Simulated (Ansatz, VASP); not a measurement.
# Ge2Sb2Te5: VASP beside Ansatz

Contents of INCAR:

```
PREC     = Accurate       # precision mode
ENCUT    = 520            # plane-wave cutoff, eV
EDIFF    = 1E-6           # SCF threshold, eV
ISMEAR   = 0              # smearing method
SIGMA    = 0.03           # smearing width, eV
LREAL    = False          # projectors in reciprocal space
LASPH    = True           # aspherical terms in the spheres
NELM     = 100            # most SCF steps
ALGO     = Normal         # electronic algorithm
ISIF     = 2              # what is computed and relaxed
LWAVE    = False          # write WAVECAR
LCHARG   = False          # write CHGCAR
GGA      = PE             # functional
NBANDS   = 44             # bands
```

The input KPOINTS:

```
Automatic mesh
0
Gamma
  12 12 2
```

POSCAR

```
Ge2Sb2Te5
1.0
    4.2629490295      0.0000000000      0.0000000000
   -2.1314745147      3.6918221546      0.0000000000
    0.0000000000      0.0000000000     18.0976006795
Ge Sb Te
2 2 5
Direct
    0.0000000000      0.0000000000      0.3313200918
    0.0000000000      0.0000000000      0.6686799082
    0.3333333333      0.6666666667      0.1120971408
    0.6666666667      0.3333333333      0.8879028592
    0.0000000000      0.0000000000      0.0000000000
    0.3333333333      0.6666666667      0.7914345914
    0.6666666667      0.3333333333      0.2085654086
    0.3333333333      0.6666666667      0.4096023866
    0.6666666667      0.3333333333      0.5903976134
```

Input for Ansatz:

```yaml
crystal:
  lattice:
    - [4.2629490295, 0.0, 0.0]
    - [-2.1314745147, 3.6918221546, 0.0]
    - [0.0, 0.0, 18.0976006795]
  atoms:
    - { symbol: Ge, position: [0.0, 0.0, 0.3313200918] }
    - { symbol: Ge, position: [0.0, 0.0, 0.6686799082] }
    - { symbol: Sb, position: [0.3333333333, 0.6666666667, 0.1120971408] }
    - { symbol: Sb, position: [0.6666666667, 0.3333333333, 0.8879028592] }
    - { symbol: Te, position: [0.0, 0.0, 0.0] }
    - { symbol: Te, position: [0.3333333333, 0.6666666667, 0.7914345914] }
    - { symbol: Te, position: [0.6666666667, 0.3333333333, 0.2085654086] }
    - { symbol: Te, position: [0.3333333333, 0.6666666667, 0.4096023866] }
    - { symbol: Te, position: [0.6666666667, 0.3333333333, 0.5903976134] }
basis:
  ecutwfc: 420
kpoints:
  mp_grid: { grid: [12, 12, 2] }
hamiltonian:
  xc: pbe
scf:
  occupations: { method: gaussian, width: 0.03 }
output:
  forces: true
  stress: true
  eigenvalues: true
```

The cell comes from a database or a generator and needn't be the stable form of this composition.

Alike in both runs: task single point; functional PBE; k mesh 12 × 12 × 2; occupations gaussian, width 0.03 eV; no spin polarisation.

|  | VASP | Ansatz |
| --- | --- | --- |
| version | VASP 6.6.1 | Ansatz 0.2.0 |
| potentials or method | VASP PAW PBE potentials, release 64 (Ge_d, Sb, Te) | scalar-relativistic, plane waves, PAW |
| plane-wave cutoff (eV) | 520 | 420 |
| valence electrons in the cell | 68 | 138 |

|  | VASP | Ansatz | Ansatz less VASP |
| --- | --- | --- | --- |
| gap on the k mesh at the Fermi level (eV) | 0.02 | 0.01 | -0.010 |
| least direct gap on the mesh (eV) | 0.02 | 0.01 | -0.010 |
| pressure (GPa) | 0.0 | 0.0 | 0.00 |
| rms of the force components (eV/Å) | 0.008 | 0.004 | -0.0040 |

Atom by atom the forces differ by 0.008 eV/Å (rms over components). The two sets of potentials don't hold the same shells in valence.

Caveats: spin-orbit coupling is left out, which moves the levels of the heavy elements; this functional lacks dispersion, which binds the layers, so the pressure and a relaxed spacing across them are unreliable.
